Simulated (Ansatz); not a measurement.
# Pb: equation of state with PBE

The system is Pb.

```
CELL_PARAMETERS angstrom
3.48000 0.00000 0.00000
-1.74000 3.01377 0.00000
0.00000 0.00000 5.59000
ATOMIC_POSITIONS crystal
Pb 0.66667 0.33333 0.75000
Pb 0.33333 0.66667 0.25000
```

This isn't the form of Pb at room conditions, which is fcc.

- Program: Ansatz 0.2.0
- Task: equation of state
- Functional: PBE
- Potentials or basis: Ansatz PAW
- Cutoff: 420 eV
- Density cutoff: 1680 eV
- k mesh: 9 × 9 × 5
- Occupations: fermi-dirac, width 0.05 eV
- Spin: no spin polarisation

| Quantity | Value |
| --- | --- |
| Equilibrium volume | 32.13 Å³/atom (rough: see the caveat) |
| Bulk modulus at fixed shape and positions | 35 GPa (rough) |

Energy against volume, from the lowest point:
```csv
volume (Å³/atom),energy (meV/atom)
27.555,95.25
28.141,68.03
28.727,46.08
29.314,28.80
29.900,15.66
30.486,6.20
31.073,0.00
```

All runs of the series together: 11 s on 2 threads of Intel(R) Xeon(R) Processor @ 2.70GHz (shared host).

Caveat: the minimum lies outside the volumes run; the cell was scaled at fixed shape and fractional positions, which overstates the stiffness of a crystal with free parameters, most of all of layers and chains. The run has no spin-orbit coupling, so splittings on Pb are missing.
